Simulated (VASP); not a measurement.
# P (R-3m) in VASP: notebook

Runs on P. Level: HSE06. Tasks: relaxation of cell and atoms, vibrations by finite differences.

All numbers are computed with VASP 6.6.1; they aren't measurements. Logs are shortened: lines on timing, memory, paths and dates and some standing lists are left out, and cuts for length are marked.

### 1 The structure

Symmetry: R-3m, No. 166, trigonal system. The conventional cell has a = 3.451 Å, b = 3.451 Å, c = 9.389 Å, α = 90.00°, β = 90.00°, γ = 120.00°. Around P (site symmetry 3m) lie 3 P at 2.29 Å.

This isn't the form of P at room conditions, which is orthorhombic.

### 2 Relaxation of cell and atoms, HSE06, target pressure 6 GPa, at which the enthalpy is minimised

File POSCAR:

```
P
1.0
    1.7257251800      0.9963479000      3.1296800100
   -1.7257251800      0.9963479000      3.1296800100
    0.0000000000     -1.9926957900      3.1296800100
P
2
Direct
    0.2270802500      0.2270802500      0.2270802500
    0.7729197500      0.7729197500      0.7729197500
```

File INCAR.step1:

```
SYSTEM = P
PREC = Accurate
ENCUT = 520
EDIFF = 1E-5
ISMEAR = 0
SIGMA = 0.02
LREAL = .False.
LASPH = .True.
NELM = 80
ALGO = Normal
LWAVE = .True.
LCHARG = .False.
PSTRESS = 60.0
KPAR = 4
GGA = PE
```

File INCAR.step2:

```
SYSTEM = P
PREC = Accurate
ENCUT = 520
EDIFF = 1E-7
ISMEAR = 0
SIGMA = 0.02
LREAL = .False.
LASPH = .True.
NELM = 80
ALGO = Normal
ISIF = 3
LWAVE = .False.
LCHARG = .False.
GGA = PE
LHFCALC = .True.
HFSCREEN = 0.2
PRECFOCK = Fast
IBRION = 2
NSW = 80
EDIFFG = -0.01
PSTRESS = 60.0
KPAR = 4
ISTART = 1
```

File KPOINTS:

```
regular mesh
0
Gamma
  6 6 6
  0 0 0
```

Potentials or basis: VASP PAW PBE potentials, release 64 (P).

Command:

```console
> cat potpaw_PBE.64/P/POTCAR > POTCAR
> cp INCAR.step1 INCAR
> mpirun -np 4 vasp_std > vasp.out
> cp INCAR.step2 INCAR
> mpirun -np 4 vasp_std > vasp.out
```

OUTCAR:

```text
SYSTEM = P
   PREC = Accurate
   ENCUT = 520
   EDIFF = 1E-7
   ISMEAR = 0
   LREAL = .False.
   LASPH = .True.
   NELM = 80
   ISIF = 3
   GGA = PE
   LHFCALC = .True.
   HFSCREEN = 0.2
   PRECFOCK = Fast
   IBRION = 2
   NSW = 80
   EDIFFG = -0.01
   PSTRESS = 60.0
   ISTART = 1

 ion  position               nearest neighbor table
   1  0.227  0.227  0.227-   2 2.29   2 2.29   2 2.29   2 2.82   2 2.82   2 2.82
   2  0.773  0.773  0.773-   1 2.29   1 2.29   1 2.29   1 2.82   1 2.82   1 2.82

  LATTYP: Found a trigonal (rhomboedric) cell.
 ALAT       =     3.7102201417
 COS(alpha) =     0.5673129373

  Lattice vectors:

 A1 = (   1.7257251800,   0.9963479000,   3.1296800100)
 A2 = (  -1.7257251800,   0.9963479000,   3.1296800100)
 A3 = (   0.0000000000,  -1.9926957900,   3.1296800100)

Analysis of symmetry for initial positions (statically):
=====================================================================
 Subroutine PRICEL returns:
 Original cell was already a primitive cell.

 Routine SETGRP: Setting up the symmetry group for a
 trigonal (rhombohedral) supercell.

 Subroutine GETGRP returns: Found 12 space group operations
 (whereof 12 operations were pure point group operations)
 out of a pool of 12 trial point group operations.

The static configuration has the point symmetry D_3d.

Analysis of symmetry for dynamics (positions and initial velocities):
=====================================================================
 Subroutine PRICEL returns:
 Original cell was already a primitive cell.

 Routine SETGRP: Setting up the symmetry group for a
 trigonal (rhombohedral) supercell.

 Subroutine GETGRP returns: Found 12 space group operations
 (whereof 12 operations were pure point group operations)
 out of a pool of 12 trial point group operations.

The dynamic configuration has the point symmetry D_3d.

 Subroutine INISYM returns: Found 12 space group operations
 (whereof 12 operations are pure point group operations),
 and found     1 'primitive' translations

----------------------------------------------------------------------------------------

                                     Primitive cell

  volume of cell :      32.2875

  direct lattice vectors                    reciprocal lattice vectors
     1.725725180  0.996347900  3.129680010     0.289733270  0.167277582  0.106507161
    -1.725725180  0.996347900  3.129680010    -0.289733270  0.167277582  0.106507161
     0.000000000 -1.992695790  3.129680010     0.000000000 -0.334555163  0.106507162

  length of vectors
     3.710220142  3.710220142  3.710220139     0.351099605  0.351099605  0.351099605
[... 88 lines left out ...]
   ISYM   =      3    0-nonsym 1-usesym 2-fastsym
   POTIM  = 0.5000    time-step for ionic-motion
   TEBEG  =    0.0;   TEEND  =   0.0 temperature during run
   PSTRESS=   60.0 pullay stress
   NELECT =      10.0000    total number of electrons
   NUPDOWN=      -1.0000    fix difference up-down
   EMIN   =  10.00;   EMAX   =-10.00  energy-range for DOS
   EFERMI =   0.00;   METHOD = LEGACY
   ISMEAR =     0;   SIGMA  =   0.02  broadening in eV -4-tet -1-fermi 0-gaus
   EFERMI_NEDOS =   21; number of points for ismear=-14 and -15
   IALGO  =     38    algorithm
   IMIX   =      1    mixing-type and parameters
     AMIX     =   0.40;   BMIX     =  1.00
     AMIX_MAG =   1.60;   BMIX_MAG =  1.00
  volume/ion in A,a.u.               =      16.14       108.94
  Fermi-wavevector in a.u.,A,eV,Ry     =   1.107636  2.093128 16.692396  1.226857
  Thomas-Fermi vector in A             =   2.244152
   LORBIT       =      0    0 simple, 1 ext, 2 COOP (PROOUT), +10 PAW based schemes
   GGA     = PE    functional components
   LHFCALC =     T    Hartree Fock is set to
   PRECFOCK=fast      Normal, Fast or Accurate (Low or Medium for compatibility)
   ENCUT4O =  -1.0   cutoff for four orbital integrals eV
   NKREDX  =     1    reduce k-point grid by
   NKREDY  =     1    reduce k-point grid by
   NKREDZ  =     1    reduce k-point grid by
   AEXX    =    0.2500 exact exchange contribution
   HFSCREEN=    0.2000 screening length (either q_TF or 0.3 A-1)
   HFSCREENC=   0.2000 screening length for correlation (either q_TF or 0.3 A-1)
   ENCUTFOCK=  -1.0 apply spherical cutoff to Coloumb kernel
   IVDW    =     0    specifies the selected vdW correction
   LEPSILON=     F    determine dielectric tensor
   LRPA    =     F    only Hartree local field effects (RPA)
 conjugate gradient relaxation of ions
 non-spin polarized calculation
 Gauss-broadening in eV      SIGMA  =   0.02
  energy-cutoff  :      520.00
  volume of cell :       32.29
 maximum number of plane-waves:       883
  NGX = 16; NGY = 16; NGZ = 16

--------------------------------------- Ionic step        1  -------------------------------------------

 number of electron      10.0000000 magnetization

 Free energy of the ion-electron system (eV)
  ---------------------------------------------------
  ext. energy  EPLUGINS =         0.00000000
  ---------------------------------------------------
  free energy    TOTEN  =       -12.74252372 eV

  energy without entropy =      -12.74237583  energy(sigma->0) =      -12.74244977

 E-fermi :   9.3074     XC(G=0):  -8.8879

 val. band max:        9.2576048194   @ k =   0.5000   0.5000   0.0000
 cond. band min:       9.3137244739   @ k =   0.5000   0.0000   0.0000
 fundamental gap:      0.0561196545
 Fermi energy:         9.3074392198

 k-point     1 :       0.0000    0.0000    0.0000
  band No.  band energies     occupation
      1      -9.6134      2.00000
      2       4.8346      2.00000
      3       5.2226      2.00000
      4       5.5181      2.00000
      5       5.5181      2.00000
      6      10.7414      0.00000
      7      12.1428      0.00000
      8      12.1428      0.00000
      9      15.4334      0.00000
[... 385 lines left out ...]
  energy  without entropy=      -12.7273203746  energy(sigma->0) =      -12.72740369

  enthalpy is  TOTEN    =       -11.5947898978 eV   P V=        1.1326971120

[... ionic steps 4 to 11 ...]

--------------------------------------- Ionic step       12  -------------------------------------------

 number of electron       9.9999999 magnetization

------------------------ aborting loop because EDIFF is reached ----------------------------------------
[... 71 lines left out ...]
--------------------------------------- Ionic step       14  -------------------------------------------

 number of electron       9.9999999 magnetization

 Free energy of the ion-electron system (eV)
  ---------------------------------------------------
  ext. energy  EPLUGINS =         0.00000000
  ---------------------------------------------------
  free energy    TOTEN  =       -12.71150751 eV

  energy without entropy =      -12.71136293  energy(sigma->0) =      -12.71143522

 E-fermi :  10.5670     XC(G=0):  -9.1938

 val. band max:       10.4658842830   @ k =   0.5000   0.0000   0.0000
 cond. band min:      10.5731371296   @ k =   0.5000   0.0000   0.0000
 fundamental gap:      0.1072528466
 Fermi energy:        10.5669861524

 k-point     1 :       0.0000    0.0000    0.0000
  band No.  band energies     occupation
      1      -9.2631      2.00000
      2       6.3545      2.00000
      3       6.5884      2.00000
      4       6.5884      2.00000
      5       7.0257      2.00000
      6      12.2028      0.00000
      7      13.5423      0.00000
      8      13.5423      0.00000
      9      16.5401      0.00000
[... 309 lines left out ...]
  energy  without entropy=      -12.7113629287  energy(sigma->0) =      -12.71143522

  enthalpy is  TOTEN    =       -11.6048574315 eV   P V=        1.1066500736

 reached required accuracy - stopping structural energy minimisation
```

OUTCAR.step1:

```text
SYSTEM = P
   PREC = Accurate
   ENCUT = 520
   EDIFF = 1E-5
   ISMEAR = 0
   LREAL = .False.
   LASPH = .True.
[... 511 lines left out ...]
      0.00000      0.00000      2.13207         0.000000     -0.000000     -0.040199
      0.00000      0.00000      7.25697         0.000000      0.000000      0.040199
 -----------------------------------------------------------------------------------
    total drift:                                0.000000     -0.000000     -0.000000

  FREE ENERGIE OF THE ION-ELECTRON SYSTEM (eV)
  ---------------------------------------------------
  free  energy   TOTEN  =       -10.6741097991 eV

  energy  without entropy=      -10.6739271610  energy(sigma->0) =      -10.67401848

  enthalpy is  TOTEN    =        -9.4649756177 eV   P V=        1.2091341815
```

OSZICAR.step1:

```text
N       E                     dE             d eps       ncg     rms          rms(c)
DAV:   1     0.238465383178E+02    0.23847E+02   -0.45066E+03   576   0.947E+02
DAV:   2    -0.973233142151E+01   -0.33579E+02   -0.32587E+02   869   0.128E+02
DAV:   3    -0.106981466405E+02   -0.96582E+00   -0.96168E+00   699   0.243E+01
DAV:   4    -0.107049657897E+02   -0.68191E-02   -0.68146E-02   843   0.223E+00
DAV:   5    -0.107049880603E+02   -0.22271E-04   -0.22268E-04   739   0.102E-01    0.703E+00
DAV:   6    -0.106836068763E+02    0.21381E-01   -0.12706E-02   725   0.768E-01    0.415E+00
DAV:   7    -0.106740558829E+02    0.95510E-02   -0.19473E-02   692   0.106E+00    0.118E-01
DAV:   8    -0.106740562146E+02   -0.33168E-06   -0.17663E-03   652   0.346E-01    0.633E-02
DAV:   9    -0.106740948705E+02   -0.38656E-04   -0.10686E-04   710   0.863E-02    0.464E-02
DAV:  10    -0.106741081065E+02   -0.13236E-04   -0.11314E-05   545   0.278E-02    0.760E-03
DAV:  11    -0.106741097991E+02   -0.16926E-05   -0.21951E-06   323   0.140E-02
   1 F= -.94649756E+01 E0= -.94648843E+01  d E =-.182638E-03
```

It took 14 min on 4 MPI ranks of Intel Xeon Platinum 8488C (Sapphire Rapids), shared host; peak memory 0.25 GiB.

What came out:

| Property | Result |
| --- | --- |
| Free energy | -12.7115 eV |
| Relaxed volume | 14.78 Å³/atom |
| Relaxed cell | a = 3.571 Å, b = 3.571 Å, c = 3.571 Å, α = 56.43°, β = 56.43°, γ = 56.43° |
| Space group after relaxing (to 0.05 Å) | R-3m (No. 166) |
| Energy change on relaxing (the enthalpy is what falls) | +15.5 meV/atom |
| Ionic steps | 14 |
| Pressure after relaxing | 6.0 GPa |
| Band gap on the k mesh | none (metal or under the smearing width) |

The path:
```csv
step,energy change (eV),largest force (eV/Å),pressure (GPa),volume (Å³)
1,0.0000,0.3627,-2.71,32.29
2,0.1399,0.9243,13.57,28.36
3,0.0150,0.2991,5.65,30.25
4,0.0135,0.2873,5.48,30.29
5,0.0192,0.0667,5.64,29.97
6,0.0259,0.0198,5.85,29.74
7,0.0293,0.0783,5.94,29.65
8,0.0281,0.0597,5.93,29.68
9,0.0307,0.0111,6.16,29.57
10,0.0326,0.0371,6.29,29.51
11,0.0324,0.0348,6.29,29.51
12,0.0285,0.0294,5.55,29.62
13,0.0308,0.0104,5.99,29.56
14,0.0310,0.0008,5.99,29.55
```

Final structure:
```yaml
crystal:
  lattice:
    - [1.68845, 0.97483, 2.99229]
    - [-1.68845, 0.97483, 2.99229]
    - [0.00000, -1.94965, 2.99229]
  atoms:
    - { symbol: P, position: [0.22882, 0.22882, 0.22882] }
    - { symbol: P, position: [0.77118, 0.77118, 0.77118] }
```

Levels at points of the mesh, in eV from the Fermi level:
```csv
k point,band 2,band 3,band 4,band 5,band 6,band 7,band 8,band 9
"(0.00, 0.00, 0.00)",-4.21,-3.98,-3.98,-3.54,1.64,2.98,2.98,5.97
"(0.50, 0.00, 0.00)",-14.53,-4.97,-4.41,-1.49,-0.10,0.01,0.28,9.78
"(0.50, 0.50, 0.00)",-12.13,-8.58,-7.13,-7.09,-0.48,7.47,8.65,9.43
"(0.50, 0.50, 0.50)",-13.58,-3.91,-3.91,-0.72,-0.72,0.42,2.31,9.76
```

Caveat: the k mesh is coarse (spacing up to 0.37 Å⁻¹), so the values aren't converged, least of all with exact exchange; the cell is relaxed towards a set pressure, so the enthalpy falls and the energy may rise; the PAW data sets were made with another functional, which shifts forces and pressure a little.

(Continued in part 2 of 2.)
